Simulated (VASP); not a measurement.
Wanted: the native input for a VASP 6.6.1 run.

| Quantity | Value |
| --- | --- |
| Task | relaxation of cell and atoms |
| Functional | LDA |
| Potentials or basis | VASP PAW LDA potentials, release 64 (In_d, P) |
| Cutoff | 600 eV |
| k mesh | 8 × 8 × 8 |
| Occupations | gaussian, width 0.03 eV |
| Spin | no spin polarisation |
| Further INCAR settings | ALGO = Normal; EDIFF = 1e-06; IBRION = 2; EDIFFG = -0.01; NSW = 90; ISIF = 3 |

The structure of InP lies in POSCAR:

```
InP
1.0
    0.0000000000      2.9305000000      2.9305000000
    2.9305000000      0.0000000000      2.9305000000
    2.9305000000      2.9305000000      0.0000000000
In P
1 1
Direct
    0.0000000000      0.0000000000      0.0000000000
    0.2500000000      0.2500000000      0.2500000000
```

These files were run (other wordings do the same):

INCAR

```
PREC = Accurate
ENCUT = 600
EDIFF = 1E-6
ISMEAR = 0
SIGMA = 0.03
LREAL = F
LASPH = T
NELM = 80
ALGO = Normal
ISIF = 3
LWAVE = F
LCHARG = F
GGA = CA
IBRION = 2
NSW = 90
EDIFFG = -0.01
```

KPOINTS

```
regular mesh
0
Gamma
  8 8 8
```

Potentials or basis: VASP PAW LDA potentials, release 64 (In_d, P).

Run with:

```console
$ cat potpaw_LDA.64/In_d/POTCAR potpaw_LDA.64/P/POTCAR > POTCAR
$ mpirun -np 1 vasp_std > vasp.out
```

It gave:

```
Relaxed volume                         : 24.75 Å³/atom
Relaxed cell                           : a = 4.121 Å, b = 4.121 Å, c = 4.121 Å, α = 60.00°, β = 60.00°, γ = 60.00°
Space group after relaxing (to 0.05 Å) : F-43m (No. 216)
Energy gained by relaxing              : 1.5 meV/atom
Ionic steps                            : 3
Pressure after relaxing                : 0.0 GPa
Band gap on the k mesh                 : 0.60 eV, direct
```

Caveat: spin-orbit coupling is left out, which moves the levels of the heavy elements.

Wall time 27 s on 1 thread of Intel(R) Xeon(R) Platinum 8488C (Sapphire Rapids) (shared host), peak memory 0.19 GiB.
